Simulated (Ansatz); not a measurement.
MgO (CsCl type) was put through Ansatz (plane waves). It starts from the PBE minimum.

The cell given to it:
```xyz
2
Lattice="2.6598 0.0000 0.0000 0.0000 2.6598 0.0000 0.0000 0.0000 2.6598" Properties=species:S:1:pos:R:3 pbc="T T T"
Mg    0.0000    0.0000    0.0000
O     1.3299    1.3299    1.3299
```

What the program printed (shortened):
```
Crystal: 2 atoms, lattice volume = 18.817 Å³
Basis set: ecut = 420 eV, 365 PW (Γ)
Bands: 12, of which v1, the nominal top of the filled ones, is band 8 counted from 1 (7 counted from 0)
Symmetry: 48 space group operations
Space group: Pm-3m (ITA 221)
k-points: 35 of 512
preconditioner: auto → none  [insulator: Δε(μ)=2.048 eV  σ=0.020 eV  ℏωp=24.2 eV]
relax step 1: F+E_penalty+E_count = -2474.38773369 eV  P = -4.153 GPa  Ω = 18.817 Å³
relax step 2: F+E_penalty+E_count = -2474.39402929 eV  P = -2.211 GPa  Ω = 18.561 Å³
relax step 3: F+E_penalty+E_count = -2474.39726134 eV  P = +0.087 GPa  Ω = 18.277 Å³
relax step 4: F+E_penalty+E_count = -2474.39721419 eV  P = -0.002 GPa  Ω = 18.288 Å³
relax step 5: F+E_penalty+E_count = -2474.39507048 eV  P = -0.206 GPa  Ω = 18.288 Å³  (SCF on a basis re-selected at this cell)
relax step 6: F+E_penalty+E_count = -2474.39520202 eV  P = -0.003 GPa  Ω = 18.263 Å³
relax step 7: F+E_penalty+E_count = -2474.39516217 eV  P = -0.008 GPa  Ω = 18.263 Å³  (SCF on a basis re-selected at this cell)
Free energy (F): -2474.395162 eV
Fermi energy:    11.206666 eV
--- Per-component energies (eV) ---
  E_band       = -287.913761
  E_kinetic    = 254.209688
  E_local      = -1544.558649
  E_nonlocal   = 143.802302
  E_hartree    = 527.088598
  E_xc         = -103.744517
  E_vxc        = -133.669421
  E_paw        = -433.219009
  E_vpaw       = -61.877314
  E_ewald      = -1318.070161
  E_core_change = 0.094150
--- Stress (GPa, compression-positive) ---
       -0.007724       0.000000       0.000000
        0.000000      -0.007724       0.000000
        0.000000       0.000000      -0.007724
  P = ⅓ Tr σ = -0.0077 GPa (-0.077 kbar)
--- Relaxed structure (5 steps of the walk, 5 accepted, 2 SCFs on fresh bases) ---
  F+E_penalty+E_count = -2474.39516217 eV
  cell:  # Å, volume = 18.2631 Å³
    - [2.633448, 0.000000, 0.000000]
    - [0.000000, 2.633448, 0.000000]
    - [0.000000, 0.000000, 2.633448]
  atoms:
    - { symbol: Mg, position: [0.000000, 0.000000, 0.000000] }
    - { symbol: O, position: [0.500000, 0.500000, 0.500000] }
```

Question: Write the input file that gave this output.

Answer:
```yaml
crystal:
  # lattice and atoms as above
kpoints:
  mp_grid: { grid: [8, 8, 8] }
hamiltonian:
  xc: pbesol
scf:
  occupations: { method: fermi_dirac, width: 0.02 }
relax:
  f_tol: 0.005
  cell: {}
```
The relax steps with a changing cell volume need the relax block with cell. Close relatives of this functional can't be ruled out from these lines alone. Keys that aren't typed take their defaults; thresholds and the kind of smearing can't be read off these lines.

Run as `ansatz run input.yaml --threads 4 --pin off --max-ram 7372MiB --backend cpu --events-out ev --progress --plain --runs-dir out`. It took 2.9 s on 4 threads of Arm Neoverse N1, with other jobs on the host; peak host memory 0.31 GiB.

The structure was generated, not taken from experiment, and needn't be the ground state; spin polarisation is off.
